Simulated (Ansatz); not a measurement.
The cell is MgS (h-MgO type); cell and atoms were relaxed with r2SCAN. Space group P6_3/mmc (No. 194), hexagonal; a = 4.296 Å, c = 5.285 Å in the conventional setting, 21.11 Å³ an atom. Mg is surrounded by 5 S at 2.48–2.64 Å; S is surrounded by 5 Mg at 2.48–2.64 Å.

The questions ask for values computed with Ansatz 0.2.0 on this geometry. (Calculated; spin-unpolarised; the phase may be known or hypothetical.)

Given (12×12×6 mesh): The PBE gap is direct at Γ: 3.00 eV.

Problem. How does the gap change from PBE to r2SCAN (12×12×6)?

Solution. r2SCAN gives a direct gap of 3.65 eV at Γ. The gap differs by +0.65 eV from PBE's.

Problem. What does HSE06 give for the gap (6×6×4 mesh)?

Solution. With HSE06 the gap is 4.00 eV and direct, at Γ. The gap differs by +1.00 eV from PBE's.

Problem. Order these levels by the gap that they give, smallest first.
A. PBE
B. LDA
C. HSE06
D. PBE0
E. r2SCAN0
F. Hartree-Fock
G. DDH-PBE0
H. r2SCAN

Solution. B (2.72 eV), A (3.00 eV), H (3.65 eV), C (4.00 eV), G (4.53 eV), D (4.68 eV), E (5.05 eV), F (10.30 eV).

Problem. What does G0W0@PBE with 252 empty bands, a screening cutoff of 120 eV and a 6×6×4 mesh give?

Solution. 4.35 eV (PBE's gap over the path plus the quasiparticle shift read on the mesh). Over the mesh points the PBE gap of 3.00 eV becomes a quasiparticle gap of 4.35 eV (direct at Γ), a change of +1.35 eV. Renormalisation factors Z lie between 0.76 and 0.82. G0W0 values are finite-basis, finite-mesh values.

Problem. How strongly does the crystal screen a field with clamped ions (PBE)?

Solution. ε∞: 4.18 along x and y, 4.77 along z. Born charges, averaged over directions: Mg +2.07, S -2.07 e.

Problem. How do the levels compare, in gap and in cost?

Solution. Taking G0W0@PBE (252 empty bands, 120 eV, 6×6×4), 4.35 eV, as the yardstick (a computed one, not at the basis limit), DDH-PBE0 comes nearest, +0.18 eV off, at about 13 times r2SCAN's cost; G0W0 itself took about 23 times r2SCAN's cost. The others: PBE0 +0.33, HSE06 -0.35, r2SCAN0 +0.70, r2SCAN -0.70, PBE -1.35, LDA -1.63, Hartree-Fock +5.95 eV. The yardstick's own error is a tenth of an eV or more. r2SCAN covers 64 % of the step from PBE to HSE06, while HSE06 needs about 9 times r2SCAN's cost (on a coarser mesh). Among these functionals the gap stays direct.

The meshes of the hybrids are coarse, so their gaps aren't converged to the digits shown.
